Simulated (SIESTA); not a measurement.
Pd:

```
Pd
1.0
     0.00000    1.94650    1.94650
     1.94650    0.00000    1.94650
     1.94650    1.94650    0.00000
Pd
1
Direct
  0.00000 0.00000 0.00000
```

Base run:

- Program: SIESTA 5.4.2
- Functional: PBE
- Potentials or basis: PseudoDojo 0.4 standard (PBE files)
- Basis: DZP (energy shift 0.002 Ry)
- Grid cutoff: 800 Ry
- Energy shift: 0.002 Ry
- k mesh: 12 × 12 × 12
- Occupations: fermi-dirac, width 0.05 eV
- Spin: no spin polarisation

Its results: band gap on the k mesh none (metal or under the smearing width); pressure 5.8 GPa.

Task: After a change of settings the same cell gave: band gap on the k mesh none (metal or under the smearing width); pressure -2.0 GPa. Which change was it?
A. functional from PBE to RPBE
B. functional from PBE to RGE2
C. functional from PBE to LDA; potentials or basis from PseudoDojo 0.4 standard (PBE files) to PseudoDojo 0.4 standard (LDA files)
D. basis from DZP (energy shift 0.002 Ry) to TZDP (energy shift 0.002 Ry)

Result: B.

Caveats: semicore shells carry a single zeta, which can move pressures by several GPa and volumes by a few percent; the basis of atomic orbitals isn't converged, which shifts pressures, moduli and gaps; the potentials were made for another functional, which shifts forces and pressure (some runs).

Not every run made on this cell is shown here.
